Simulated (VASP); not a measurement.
Output of a VASP run:

File OSZICAR:
```
       N       E                     dE             d eps       ncg     rms          rms(c)
DAV:   1     0.934874939144E+02    0.93487E+02   -0.69366E+03   480   0.112E+03
DAV:   2    -0.602476076458E+01   -0.99512E+02   -0.92276E+02   732   0.187E+02
DAV:   3    -0.133348566139E+02   -0.73101E+01   -0.72869E+01   604   0.595E+01
DAV:   4    -0.133986209968E+02   -0.63764E-01   -0.63740E-01   548   0.655E+00
DAV:   5    -0.133992688939E+02   -0.64790E-03   -0.64770E-03   612   0.684E-01    0.357E+00
DAV:   6    -0.591456784856E+01    0.74847E+01   -0.42188E+00   484   0.260E+01    0.202E+00
DAV:   7    -0.611013385606E+01   -0.19557E+00   -0.16117E+00   484   0.165E+01    0.157E+00
DAV:   8    -0.683535680455E+01   -0.72522E+00   -0.45603E-01   536   0.520E+00    0.105E+00
DAV:   9    -0.650507977040E+01    0.33028E+00   -0.68968E-01   480   0.888E+00    0.825E-01
DAV:  10    -0.626018748296E+01    0.24489E+00   -0.83632E-01   480   0.101E+01    0.241E-01
DAV:  11    -0.634282673350E+01   -0.82639E-01   -0.88409E-02   480   0.352E+00    0.234E-01
DAV:  12    -0.631371100394E+01    0.29116E-01   -0.12416E-02   520   0.131E+00    0.230E-01
DAV:  13    -0.633993150414E+01   -0.26221E-01   -0.62961E-02   488   0.238E+00    0.266E-01
DAV:  14    -0.633636971701E+01    0.35618E-02   -0.19520E-03   564   0.525E-01    0.145E-01
DAV:  15    -0.633082087187E+01    0.55488E-02   -0.97034E-04   500   0.414E-01    0.107E-01
DAV:  16    -0.634275558578E+01   -0.11935E-01   -0.68252E-03   480   0.109E+00    0.604E-02
DAV:  17    -0.634344734271E+01   -0.69176E-03   -0.40064E-04   540   0.227E-01    0.343E-02
DAV:  18    -0.634355206018E+01   -0.10472E-03   -0.64008E-05   588   0.686E-02    0.166E-02
DAV:  19    -0.634358470223E+01   -0.32642E-04   -0.86583E-06   520   0.402E-02    0.980E-03
DAV:  20    -0.634358837574E+01   -0.36735E-05   -0.25453E-05   508   0.620E-02    0.288E-03
DAV:  21    -0.634359757219E+01   -0.91965E-05   -0.16819E-06   536   0.171E-02    0.238E-03
DAV:  22    -0.634359775685E+01   -0.18466E-06   -0.20946E-07   560   0.526E-03    0.127E-03
DAV:  23    -0.634360006452E+01   -0.23077E-05   -0.15091E-06   508   0.154E-02    0.649E-04
DAV:  24    -0.634360004106E+01    0.23463E-07   -0.41278E-08   380   0.260E-03
   1 F= -.63436000E+01 E0= -.63436000E+01  d E =0.000000E+00
       N       E                     dE             ncg
       N       E                     dE             ncg
       N       E                     dE             ncg
```

File OUTCAR:
```
------------------------ aborting loop because EDIFF is reached ----------------------------------------
  FORCE on cell =-STRESS in cart. coord.  units (eV):
  Direction    XX          YY          ZZ          XY          YZ          ZX
  --------------------------------------------------------------------------------------
  Total       -0.0026485     -0.0026485     -0.0026485      0.0000000      0.0000000      0.0000000
  in kB       -0.0595223     -0.0595223     -0.0595223      0.0000000      0.0000000      0.0000000
  external PRESSURE =      -0.0595223 kB  Pullay stress =       0.0000000 kB
  volume of cell :       71.29
      direct lattice vectors                 reciprocal lattice vectors
     4.146464209  0.000000000  0.000000000     0.241169331  0.000000000  0.000000000
     0.000000000  4.146464209  0.000000000     0.000000000  0.241169331  0.000000000
     0.000000000  0.000000000  4.146464209     0.000000000  0.000000000  0.241169331
 POSITION                                       TOTAL-FORCE (eV/Angst)
 -----------------------------------------------------------------------------------
      0.00000      0.00000      0.00000         0.000000      0.000000      0.000000
      2.07323      2.07323      2.07323         0.000000      0.000000      0.000000
 -----------------------------------------------------------------------------------
    total drift:                                0.000000      0.000000     -0.000000
  FREE ENERGIE OF THE ION-ELECTRON SYSTEM (eV)
  ---------------------------------------------------
  free  energy   TOTEN  =        -6.3436000411 eV

  energy  without entropy=       -6.3436000411  energy(sigma->0) =       -6.34360004

 total charge

# of ion       s       p       d       tot
------------------------------------------
    1        2.306   4.742   0.025   7.074
    2        1.575   3.587   0.000   5.162
--------------------------------------------------
tot          3.881   8.329   0.025  12.236
```
(Selected blocks of OUTCAR.)

File POSCAR:
```
CsCl
1
    4.1464642086    -0.0000000000     0.0000000000
    0.0000000000     4.1464642086     0.0000000000
    0.0000000000     0.0000000000     4.1464642086
Cs Cl
1 1
Direct
  0.0000000000   0.0000000000   0.0000000000
  0.5000000000   0.5000000000   0.5000000000
```

Problem. Reconstruct the remaining input files.

Solution. This is not unique; one that fits is the input of the run itself, MS2 meta-GGA, plane waves, VASP's PBE PAW potentials (set 64).

### INCAR
```
SYSTEM = CsCl
PREC = Accurate; ENCUT = 520; LREAL = .FALSE.
LASPH = .TRUE.
EDIFF = 1E-7; NELM = 100; ALGO = Normal
LMAXMIX = 4; LMIXTAU = .TRUE.
ISMEAR = -5
METAGGA = MS2
ISIF = 2
LWAVE = .FALSE.; LCHARG = .FALSE.; LORBIT = 11
NEDOS = 601
```

KPOINTS:
```
Automatic mesh
0
Gamma
7 7 7
0 0 0
```

### KPOINTS_OPT
```
k-points along high-symmetry lines
10
Line-mode
Reciprocal
  0.000000   0.000000   0.000000 ! GAMMA
  0.000000   0.500000   0.000000 ! X

  0.000000   0.500000   0.000000 ! X
  0.500000   0.500000   0.000000 ! M

  0.500000   0.500000   0.000000 ! M
  0.000000   0.000000   0.000000 ! GAMMA

  0.000000   0.000000   0.000000 ! GAMMA
  0.500000   0.500000   0.500000 ! R

  0.500000   0.500000   0.500000 ! R
  0.000000   0.500000   0.000000 ! X

  0.500000   0.500000   0.500000 ! R
  0.500000   0.500000   0.000000 ! M
```

POTCAR, in this order: Cs_sv Cl (PBE.64 set). Program: vasp_std.

The compound is CsCl in the CsCl type structure. It was relaxed first.
